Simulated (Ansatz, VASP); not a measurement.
# NaI in VASP and in Ansatz

Contents of INCAR:

```
PREC = Accurate
ENCUT = 520
EDIFF = 1E-6
ISMEAR = -1
SIGMA = 0.02
LREAL = F
LASPH = T
NELM = 100
ALGO = Normal
ISIF = 2
LWAVE = F
LCHARG = F
NBANDS = 14
```

Contents of KPOINTS:

```
Automatic mesh
0
Gamma
  8 8 8
```

The input POSCAR:

```
NaI
1.0
    0.0000000000      3.2255758389      3.2255758389
    3.2255758389      0.0000000000      3.2255758389
    3.2255758389      3.2255758389      0.0000000000
Na I
1 1
Direct
    0.0000000000      0.0000000000      0.0000000000
    0.5000000000      0.5000000000      0.5000000000
```

Input for Ansatz:

```yaml
crystal:
  lattice:
    - [0.0, 3.2255758389, 3.2255758389]
    - [3.2255758389, 0.0, 3.2255758389]
    - [3.2255758389, 3.2255758389, 0.0]
  atoms:
    - { symbol: Na, position: [0.0, 0.0, 0.0] }
    - { symbol: I, position: [0.5, 0.5, 0.5] }
kpoints:
  mp_grid: { grid: [8, 8, 8] }
  band_path:
    path:
      - [0.0, 0.0, 0.0]
      - [0.5, 0.0, 0.5]
      - [0.625, 0.25, 0.625]
      - [0.375, 0.375, 0.75]
      - [0.0, 0.0, 0.0]
      - [0.5, 0.5, 0.5]
      - [0.5, 0.25, 0.75]
      - [0.5, 0.0, 0.5]
    npoints: 5
scf:
  occupations: { method: fermi_dirac, width: 0.02 }
hamiltonian:
  xc: lda
  pseudopotentials: { kind: all_electron, lapw: { basis_error: 0.001 } }
output:
  forces: true
  stress: true
  eigenvalues: true
```

Change from the starting cell: volume scaled by 0.99.

Alike in both runs: task single point; functional LDA; k mesh 8 × 8 × 8; occupations fermi-dirac, width 0.02 eV; no spin polarisation.

|  | VASP | Ansatz |
| --- | --- | --- |
| version | VASP 6.6.1 | Ansatz 0.2.0 |
| potentials or method | VASP PAW LDA potentials, release 64 (Na_pv, I) | all-electron LAPW, scalar-relativistic |
| plane-wave cutoff (eV) | 520 | see its input |

VASP gave:

```
gap on the k mesh at the Fermi level (eV) : 3.37
pressure (GPa)                            : -1.5
```

Question: What did Ansatz give for the same quantities?

Answer: gap on the k mesh at the Fermi level (eV): 3.36; pressure (GPa): -1.5.

Ansatz ran all-electron here, so the differences hold the error of VASP's frozen core and of both bases.

Caveats: spin-orbit coupling is left out, which moves the levels of the heavy elements.
